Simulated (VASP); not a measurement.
# AlN (Fm-3m) in VASP: settings compared

One crystal, AlN, is run at these levels: PBEsol, PBE; tasks: relaxation of cell and atoms.

Everything below comes from runs of VASP 6.6.1. Logs are shortened: lines on timing, memory, paths and dates and some standing lists are left out, and cuts for length are marked.

## Step 1: The structure

Symmetry: Fm-3m, No. 225, cubic system. The conventional cell has a = 4.069 Å, b = 4.069 Å, c = 4.069 Å, α = 90.00°, β = 90.00°, γ = 90.00°. Al (site symmetry m-3m) has 6 N at 2.03 Å as nearest neighbours. Around N (site symmetry m-3m) lie 6 Al at 2.03 Å.

Measurements of this composition are mostly on another form, of space group No. 186.

## Step 2: Relaxation of cell and atoms, PBEsol

Input file INCAR:

```
ALGO = Normal
EDIFF = 1E-6
EDIFFG = -0.01
ENCUT = 600
GGA = PS
IBRION = 2
ISIF = 3
ISMEAR = 0
LASPH = T
LCHARG = F
LREAL = F
LWAVE = F
NELM = 80
NSW = 90
PREC = Accurate
SIGMA = 0.03
```

Input file KPOINTS:

```
k-points
0
Gamma
  12 12 12
```

Input file POSCAR:

```
AlN
1.0
    0.0000000000      2.0345180000      2.0345180000
    2.0345180000      0.0000000000      2.0345180000
    2.0345180000      2.0345180000      0.0000000000
Al N
1 1
Direct
    0.5000000000      0.5000000000      0.5000000000
    0.0000000000      0.0000000000      0.0000000000
```

Potentials or basis: VASP PAW PBE potentials, release 64 (Al, N).

The run is started by

```console
> cat potpaw_PBE.64/Al/POTCAR potpaw_PBE.64/N/POTCAR > POTCAR
> mpirun -np 1 vasp_std > vasp.out
```

OUTCAR:

```text
EDIFF = 1E-6
   EDIFFG = -0.01
   ENCUT = 600
   GGA = PS
   IBRION = 2
   ISIF = 3
   ISMEAR = 0
   LASPH = T
   LREAL = F
   NELM = 80
   NSW = 90
   PREC = Accurate

 ion  position               nearest neighbor table
   1  0.500  0.500  0.500-   2 2.03   2 2.03   2 2.03   2 2.03   2 2.03   2 2.03
   2  0.000  0.000  0.000-   1 2.03   1 2.03   1 2.03   1 2.03   1 2.03   1 2.03

  LATTYP: Found a face centered cubic cell.
 ALAT       =     4.0690360000

  Lattice vectors:

 A1 = (   0.0000000000,   2.0345180000,   2.0345180000)
 A2 = (   2.0345180000,   0.0000000000,   2.0345180000)
 A3 = (   2.0345180000,   2.0345180000,   0.0000000000)

Analysis of symmetry for initial positions (statically):
=====================================================================
 Subroutine PRICEL returns:
 Original cell was already a primitive cell.

 Routine SETGRP: Setting up the symmetry group for a
 face centered cubic supercell.

 Subroutine GETGRP returns: Found 48 space group operations
 (whereof 48 operations were pure point group operations)
 out of a pool of 48 trial point group operations.

The static configuration has the point symmetry O_h .

Analysis of symmetry for dynamics (positions and initial velocities):
=====================================================================
 Subroutine PRICEL returns:
 Original cell was already a primitive cell.

 Routine SETGRP: Setting up the symmetry group for a
 face centered cubic supercell.

 Subroutine GETGRP returns: Found 48 space group operations
 (whereof 48 operations were pure point group operations)
 out of a pool of 48 trial point group operations.

The dynamic configuration has the point symmetry O_h .

 Subroutine INISYM returns: Found 48 space group operations
 (whereof 48 operations are pure point group operations),
 and found     1 'primitive' translations

----------------------------------------------------------------------------------------

                                     Primitive cell

  volume of cell :      16.8428

  direct lattice vectors                    reciprocal lattice vectors
     0.000000000  2.034518000  2.034518000    -0.245758455  0.245758455  0.245758455
     2.034518000  0.000000000  2.034518000     0.245758455 -0.245758455  0.245758455
     2.034518000  2.034518000  0.000000000     0.245758455  0.245758455 -0.245758455

  length of vectors
     2.877242948  2.877242948  2.877242948     0.425666130  0.425666130  0.425666130

  position of ions in fractional coordinates (direct lattice)
     0.500000000  0.500000000  0.500000000
     0.000000000  0.000000000  0.000000000

  ion indices of the primitive-cell ions
   primitive index   ion index
                 1           1
                 2           2

[... 65 lines left out ...]
   ISPIN  =      1    spin polarized calculation?
   LNONCOLLINEAR =      F non collinear calculations
   LSORBIT =      F    spin-orbit coupling
   LASPH  =      T    aspherical Exc in radial PAW
   ENCUT  =  600.0 eV  44.10 Ry    6.64 a.u.   5.75  5.75  5.75*2*pi/ulx,y,z
   NELM   =     80;   NELMIN=  2; NELMDL= -5     # of ELM steps
   EDIFF  = 0.1E-05   stopping-criterion for ELM
   LREAL  =      F    real-space projection
   EDIFFG = -.1E-01   stopping-criterion for IOM
   NSW    =     90    number of steps for IOM
   IBRION =      2    ionic relax: 0-MD 1-quasi-New 2-CG
   NFREE  =      1    steps in history (QN), initial steepest desc. (CG)
   ISIF   =      3    stress and relaxation
   ISYM   =      2    0-nonsym 1-usesym 2-fastsym
   POTIM  = 0.5000    time-step for ionic-motion
   TEBEG  =    0.0;   TEEND  =   0.0 temperature during run
   PSTRESS=    0.0 pullay stress
   NELECT =       8.0000    total number of electrons
   NUPDOWN=      -1.0000    fix difference up-down
   EMIN   =  10.00;   EMAX   =-10.00  energy-range for DOS
   EFERMI =   0.00;   METHOD = LEGACY
   ISMEAR =     0;   SIGMA  =   0.03  broadening in eV -4-tet -1-fermi 0-gaus
   EFERMI_NEDOS =   21; number of points for ismear=-14 and -15
   IALGO  =     38    algorithm
   IMIX   =      4    mixing-type and parameters
     AMIX     =   0.40;   BMIX     =  1.00
     AMIX_MAG =   1.60;   BMIX_MAG =  1.00
  volume/ion in A,a.u.               =       8.42        56.83
  Fermi-wavevector in a.u.,A,eV,Ry     =   1.277321  2.413786 22.198561  1.631548
  Thomas-Fermi vector in A             =   2.409927
   LORBIT       =      0    0 simple, 1 ext, 2 COOP (PROOUT), +10 PAW based schemes
   GGA     = PS    functional components
   LHFCALC =     F    Hartree Fock is set to
   AEXX    =    0.0000 exact exchange contribution
   IVDW    =     0    specifies the selected vdW correction
   LEPSILON=     F    determine dielectric tensor
   LRPA    =     F    only Hartree local field effects (RPA)
 conjugate gradient relaxation of ions
 non-spin polarized calculation
 Gauss-broadening in eV      SIGMA  =   0.03
  energy-cutoff  :      600.00
  volume of cell :       16.84
 maximum number of plane-waves:       588
   NGX = 11   NGY = 11   NGZ = 11

--------------------------------------- Ionic step        1  -------------------------------------------

 number of electron       7.9999999 magnetization

 Free energy of the ion-electron system (eV)
  ---------------------------------------------------
  ext. energy  EPLUGINS =         0.00000000
  ---------------------------------------------------
  free energy    TOTEN  =       -15.44669191 eV

  energy without entropy =      -15.44669191  energy(sigma->0) =      -15.44669191

 E-fermi :   9.7770     XC(G=0): -12.3631

 val. band max:        9.6415081541   @ k =   0.0000   0.0000   0.0000
 cond. band min:      14.0161446013   @ k =   0.5000   0.5000   0.0000
 fundamental gap:      4.3746364472
 Fermi energy:         9.7769960295

 k-point     1 :       0.0000    0.0000    0.0000
  band No.  band energies     occupation
      1      -7.7371      2.00000
      2       9.6415      2.00000
      3       9.6415      2.00000
      4       9.6415      2.00000
      5      15.0404      0.00000
      6      21.6070      0.00000
      7      21.6070      0.00000
      8      21.6070      0.00000
[... 324 lines left out ...]
--------------------------------------- Ionic step        3  -------------------------------------------

 number of electron       7.9999999 magnetization

 Free energy of the ion-electron system (eV)
  ---------------------------------------------------
  ext. energy  EPLUGINS =         0.00000000
  ---------------------------------------------------
  free energy    TOTEN  =       -15.45134237 eV

  energy without entropy =      -15.45134237  energy(sigma->0) =      -15.45134237

 E-fermi :  10.0739     XC(G=0): -12.4502

 val. band max:        9.8806354220   @ k =   0.0000   0.0000   0.0000
 cond. band min:      14.4307914285   @ k =   0.5000   0.5000   0.0000
 fundamental gap:      4.5501560065
 Fermi energy:        10.0739139010

 k-point     1 :       0.0000    0.0000    0.0000
  band No.  band energies     occupation
      1      -7.6661      2.00000
      2       9.8806      2.00000
      3       9.8806      2.00000
      4       9.8806      2.00000
      5      15.5440      0.00000
      6      21.9047      0.00000
      7      21.9047      0.00000
      8      21.9047      0.00000
[... 282 lines left out ...]
  FREE ENERGIE OF THE ION-ELECTRON SYSTEM (eV)
  ---------------------------------------------------
  free  energy   TOTEN  =       -15.4513423739 eV

  energy  without entropy=      -15.4513423739  energy(sigma->0) =      -15.45134237

 reached required accuracy - stopping structural energy minimisation
```

OSZICAR:

```text
N       E                     dE             d eps       ncg     rms          rms(c)
DAV:   1     0.101423575487E+02    0.10142E+02   -0.45648E+03  1160   0.103E+03
DAV:   2    -0.165946733674E+02   -0.26737E+02   -0.25653E+02  1584   0.147E+02
DAV:   3    -0.170430627006E+02   -0.44839E+00   -0.44839E+00  1376   0.238E+01
[... 19 lines left out ...]
DAV:   2    -0.154514777106E+02    0.61104E-02   -0.31114E-02  1296   0.133E+00    0.127E-01
DAV:   3    -0.154513816224E+02    0.96088E-04   -0.63771E-04  1432   0.263E-01    0.443E-02
DAV:   4    -0.154513463872E+02    0.35235E-04   -0.18676E-05  1184   0.458E-02    0.172E-02
DAV:   5    -0.154513425401E+02    0.38471E-05   -0.26416E-06  1224   0.169E-02    0.907E-03
DAV:   6    -0.154513423739E+02    0.16619E-06   -0.43154E-08   576   0.202E-03
   3 F= -.15451342E+02 E0= -.15451342E+02  d E =-.465046E-02
```

Run time: 14 s. Hardware: 1 thread of Intel Xeon Platinum 8488C (Sapphire Rapids), shared host; peak memory 0.14 GiB.

Results:

- Free energy: -15.4513 eV
- Relaxed volume: 8.27 Å³/atom
- Relaxed cell: a = 2.859 Å, b = 2.859 Å, c = 2.859 Å, α = 60.00°, β = 60.00°, γ = 60.00°
- Space group after relaxing (to 0.05 Å): Fm-3m (No. 225)
- Energy gained by relaxing: 2.3 meV/atom
- Ionic steps: 3
- Pressure after relaxing: 0.0 GPa
- Band gap on the k mesh: 4.55 eV, indirect (least direct gap 5.66 eV)

Step by step:
| step | energy change (eV) | largest force (eV/Å) | pressure (GPa) | volume (Å³) |
| --- | --- | --- | --- | --- |
| 1 | 0.0000 | 0.0000 | -4.74 | 16.84 |
| 2 | -0.0004 | 0.0000 | 4.84 | 16.24 |
| 3 | -0.0047 | 0.0000 | -0.02 | 16.53 |

Final structure:
```
CELL_PARAMETERS angstrom
0.00000 2.02196 2.02196
2.02196 0.00000 2.02196
2.02196 2.02196 0.00000
ATOMIC_POSITIONS crystal
Al 0.50000 0.50000 0.50000
N 0.00000 0.00000 0.00000
```

Caveat: the PAW data sets were made with another functional, which shifts forces and pressure a little. A hybrid or GW would open this gap; PBEsol tends to underestimate it.

## Step 3: Relaxation of cell and atoms, PBEsol

This run uses another cell than the first one, of 8.27 Å³/atom, 0.982 times its volume.

INCAR: that of step 2 with these lines changed.

```diff
@@ -1,4 +1,4 @@
 ALGO = Normal
-EDIFF = 1E-6
-EDIFFG = -0.01
+EDIFF = 1E-7
+EDIFFG = -0.005
 ENCUT = 600
```

KPOINTS is that of step 2.

Input file POSCAR:

```
AlN                                     
1.0
    0.0000000000      2.0219626571      2.0219626571
    2.0219626571     -0.0000000000      2.0219626571
    2.0219626571      2.0219626571      0.0000000000
  Al              N             
     1     1
Direct
     0.5000000000000000    0.5000000000000000    0.5000000000000000
     0.0000000000000000    0.0000000000000000    0.0000000000000000
```

Potentials or basis: VASP PAW PBE potentials, release 64 (Al, N).

The run is started by

```console
> cat potpaw_PBE.64/Al/POTCAR potpaw_PBE.64/N/POTCAR > POTCAR
> mpirun -np 1 vasp_std > vasp.out
```

OUTCAR:

```text
EDIFF = 1E-7
   EDIFFG = -0.005
   ENCUT = 600
   GGA = PS
   IBRION = 2
   ISIF = 3
   ISMEAR = 0
   LASPH = T
   LREAL = F
   NELM = 80
   NSW = 90
   PREC = Accurate

 ion  position               nearest neighbor table
   1  0.500  0.500  0.500-   2 2.02   2 2.02   2 2.02   2 2.02   2 2.02   2 2.02
   2  0.000  0.000  0.000-   1 2.02   1 2.02   1 2.02   1 2.02   1 2.02   1 2.02

  LATTYP: Found a face centered cubic cell.
 ALAT       =     4.0439253142

  Lattice vectors:

[... 454 lines left out ...]

  FORCE on cell =-STRESS in cart. coord.  units (eV):
  Direction    XX          YY          ZZ          XY          YZ          ZX
  --------------------------------------------------------------------------------------
  -------------------------------------------------------------------------------------
  Total        0.0007412      0.0007412      0.0007412     -0.0000000      0.0000000     -0.0000000
  in kB        0.0718241      0.0718241      0.0718241     -0.0000000      0.0000000     -0.0000000
  external PRESSURE =       0.0718241 kB  Pullay stress =       0.0000000 kB

 VOLUME and BASIS-vectors are now :
 -----------------------------------------------------------------------------
  energy-cutoff  :      600.00
  volume of cell :       16.53
      direct lattice vectors                 reciprocal lattice vectors
     0.000000000  2.021962657  2.021962657    -0.247284488  0.247284488  0.247284488
     2.021962657  0.000000000  2.021962657     0.247284488 -0.247284488  0.247284488
     2.021962657  2.021962657  0.000000000     0.247284488  0.247284488 -0.247284488

 POSITION                                       TOTAL-FORCE (eV/Angst)
 -----------------------------------------------------------------------------------
      2.02196      2.02196      2.02196         0.000000     -0.000000     -0.000000
      0.00000      0.00000      0.00000        -0.000000      0.000000      0.000000
 -----------------------------------------------------------------------------------
    total drift:                                0.000000     -0.000000     -0.000000

  FREE ENERGIE OF THE ION-ELECTRON SYSTEM (eV)
  ---------------------------------------------------
  free  energy   TOTEN  =       -15.4507622080 eV

  energy  without entropy=      -15.4507622080  energy(sigma->0) =      -15.45076221

 reached required accuracy - stopping structural energy minimisation
```

CONTCAR:

```text
AlN
   1.00000000000000
     0.0000000000000000    2.0219626571000000    2.0219626571000000
     2.0219626571000000    0.0000000000000000    2.0219626571000000
     2.0219626571000000    2.0219626571000000    0.0000000000000000
  Al              N
     1     1
Direct
     0.5000000000000000    0.5000000000000000    0.5000000000000000
     0.0000000000000000    0.0000000000000000    0.0000000000000000

  0.00000000E+00  0.00000000E+00  0.00000000E+00
  0.00000000E+00  0.00000000E+00  0.00000000E+00
```

Wall time 9.3 s (1 thread of Intel Xeon Platinum 8488C (Sapphire Rapids), shared host); peak memory 0.13 GiB.

What came out:

* Free energy: -15.4508 eV
* Pressure after relaxing: 0.0 GPa
* Band gap on the k mesh: 4.55 eV, indirect (least direct gap 5.66 eV)

Final structure:
```cif
data_structure
_symmetry_space_group_name_H-M 'P 1'
_symmetry_Int_Tables_number 1
_cell_length_a 2.8595
_cell_length_b 2.8595
_cell_length_c 2.8595
_cell_angle_alpha 60.000
_cell_angle_beta 60.000
_cell_angle_gamma 60.000
_cell_volume 16.53
loop_
_atom_site_label
_atom_site_type_symbol
_atom_site_fract_x
_atom_site_fract_y
_atom_site_fract_z
_atom_site_occupancy
Al1 Al 0.50000 0.50000 0.50000 1
N1 N 0.00000 0.00000 0.00000 1
```

Levels at points of the mesh, in eV from the valence-band top:
```csv
k point,band 2,band 3,band 4,band 5,band 6,band 7
"(0.00, 0.00, 0.00)",0.00,0.00,0.00,5.66,12.02,12.02
"(0.50, 0.00, 0.00)",-8.36,-1.09,-1.09,6.04,10.90,10.90
"(0.50, 0.50, 0.00)",-7.45,-2.82,-2.82,4.55,5.14,13.96
```

Caveat: the relaxation stopped at its first step, so nothing moved; the PAW data sets were made with another functional, which shifts forces and pressure a little.

## Step 4: Relaxation of cell and atoms, PBE, target pressure 14.5 GPa, at which the enthalpy is minimised

Input file INCAR:

```
SYSTEM = AlN
PREC     = Accurate       ! precision mode
ENCUT    = 600            ! plane-wave cutoff, eV
EDIFF    = 1E-6           ! SCF threshold, eV
ISMEAR   = 0              ! smearing method
SIGMA    = 0.03           ! smearing width, eV
LREAL    = .False.        ! projectors in reciprocal space
LASPH    = .True.         ! aspherical terms in the spheres
NELM     = 80             ! most SCF steps
ALGO     = Normal         ! electronic algorithm
ISIF     = 3              ! what is computed and relaxed
LWAVE    = .False.        ! write WAVECAR
LCHARG   = .False.        ! write CHGCAR
GGA      = PE             ! functional
IBRION   = 2              ! ionic algorithm
NSW      = 90             ! ionic steps
EDIFFG   = -0.01          ! ionic threshold
PSTRESS  = 145.0
```

Input file KPOINTS:

```
regular mesh
0
Gamma
  12 12 12
  0 0 0
```

Input file POSCAR:

```
AlN
1.0
    0.0000000000      2.0345180000      2.0345180000
    2.0345180000      0.0000000000      2.0345180000
    2.0345180000      2.0345180000      0.0000000000
Al N
1 1
Direct
    0.5000000000      0.5000000000      0.5000000000
    0.0000000000      0.0000000000      0.0000000000
```

The run is started by

```console
> cat potpaw_PBE.64/Al/POTCAR potpaw_PBE.64/N/POTCAR > POTCAR
> mpirun -np 1 vasp_std > vasp.out
```

It took 12 s on 1 thread of Intel Xeon Platinum 8559C (Emerald Rapids), shared host; peak memory 0.14 GiB.

It converged, with:

```
Free energy                                            : -14.5117 eV
Relaxed volume                                         : 8.00 Å³/atom
Relaxed cell                                           : a = 2.828 Å, b = 2.828 Å, c = 2.828 Å, α = 60.00°, β = 60.00°, γ = 60.00°
Space group after relaxing (to 0.05 Å)                 : Fm-3m (No. 225)
Energy change on relaxing (the enthalpy is what falls) : +18.0 meV/atom
Ionic steps                                            : 3
Pressure after relaxing                                : 14.3 GPa
Band gap on the k mesh                                 : 4.93 eV, indirect (least direct gap 6.16 eV)
```

Step by step:
| step | energy change (eV) | largest force (eV/Å) | pressure (GPa) | volume (Å³) |
| --- | --- | --- | --- | --- |
| 1 | 0.0000 | 0.0000 | -0.14 | 16.84 |
| 2 | 0.1822 | 0.0000 | 35.76 | 15.04 |
| 3 | 0.0359 | 0.0000 | 14.31 | 15.99 |

Final structure:
```xyz
2
Lattice="0.0000 1.9997 1.9997 1.9997 0.0000 1.9997 1.9997 1.9997 0.0000" Properties=species:S:1:pos:R:3 pbc="T T T"
Al    1.9997    1.9997    1.9997
N     0.0000    0.0000    0.0000
```

Levels at points of the mesh, in eV from the valence-band top:
```tsv
k point	band 1	band 2	band 3	band 4	band 5	band 6	band 7	band 8
(0.00, 0.00, 0.00)	-17.85	0.00	0.00	0.00	6.16	12.27	12.27	12.27
(0.50, 0.00, 0.00)	-14.46	-8.52	-1.14	-1.14	6.35	11.27	11.27	13.80
(0.50, 0.50, 0.00)	-13.43	-7.61	-2.88	-2.88	4.93	5.25	14.46	17.77
```

Caveat: the cell is relaxed towards a set pressure, so the enthalpy falls and the energy may rise. PBE gaps usually lie below the measured ones, often by a third to a half.

## Step 5: Relaxation of cell and atoms, PBE, target pressure 14.5 GPa, at which the enthalpy is minimised

This run uses another cell than the first one, of 8.00 Å³/atom, 0.950 times its volume.

INCAR: that of step 4 with these lines changed.

```diff
@@ -3,3 +3,3 @@
 ENCUT    = 600            ! plane-wave cutoff, eV
-EDIFF    = 1E-6           ! SCF threshold, eV
+EDIFF    = 1E-7           ! SCF threshold, eV
 ISMEAR   = 0              ! smearing method
@@ -16,3 +16,3 @@
 NSW      = 90             ! ionic steps
-EDIFFG   = -0.01          ! ionic threshold
+EDIFFG   = -0.005         ! ionic threshold
 PSTRESS  = 145.0
```

KPOINTS is that of step 4.

Input file POSCAR:

```
AlN                                     
1.0
   -0.0000000000      1.9996834869      1.9996834869
    1.9996834869     -0.0000000000      1.9996834869
    1.9996834869      1.9996834869      0.0000000000
  Al              N             
     1     1
Direct
     0.5000000000000000    0.5000000000000000    0.5000000000000000
     0.0000000000000000    0.0000000000000000    0.0000000000000000
```

The run is started by

```console
> cat potpaw_PBE.64/Al/POTCAR potpaw_PBE.64/N/POTCAR > POTCAR
> mpirun -np 1 vasp_std > vasp.out
```

Run time: 11 s. Hardware: 1 thread of Intel Xeon Platinum 8559C (Emerald Rapids), shared host; peak memory 0.13 GiB.

Results (log left out):

```yaml
Free_energy: -14.5094 eV
Relaxed_volume: 7.99 Å³/atom
Relaxed_cell: a = 2.827 Å, b = 2.827 Å, c = 2.827 Å, α = 60.00°, β = 60.00°, γ = 60.00°
Space_group_after_relaxing_to_0.05_Å: Fm-3m (No. 225)
Energy_change_on_relaxing_the_enthalpy_is_what_falls: +0.4 meV/atom
Ionic_steps: 3
Pressure_after_relaxing: 14.5 GPa
Band_gap_on_the_k_mesh: 4.93 eV, indirect (least direct gap 6.17 eV)
```

Step by step:
```csv
step,energy change (eV),largest force (eV/Å),pressure (GPa),volume (Å³)
1,0.0000,0.0000,14.35,15.99
2,0.0016,0.0000,14.69,15.97
3,0.0008,0.0000,14.51,15.98
```

Final structure:
```
Al N
1.0
     0.00000    1.99933    1.99933
     1.99933    0.00000    1.99933
     1.99933    1.99933    0.00000
Al N
1 1
Direct
  0.50000 0.50000 0.50000
  0.00000 0.00000 0.00000
```

Levels at points of the mesh, in eV from the valence-band top:
```csv
k point,band 2,band 3,band 4,band 5,band 6,band 7
"(0.00, 0.00, 0.00)",0.00,0.00,0.00,6.17,12.27,12.27
"(0.50, 0.00, 0.00)",-8.52,-1.14,-1.14,6.35,11.27,11.27
"(0.50, 0.50, 0.00)",-7.61,-2.89,-2.89,4.93,5.25,14.46
```

Caveat: the cell is relaxed towards a set pressure, so the enthalpy falls and the energy may rise.
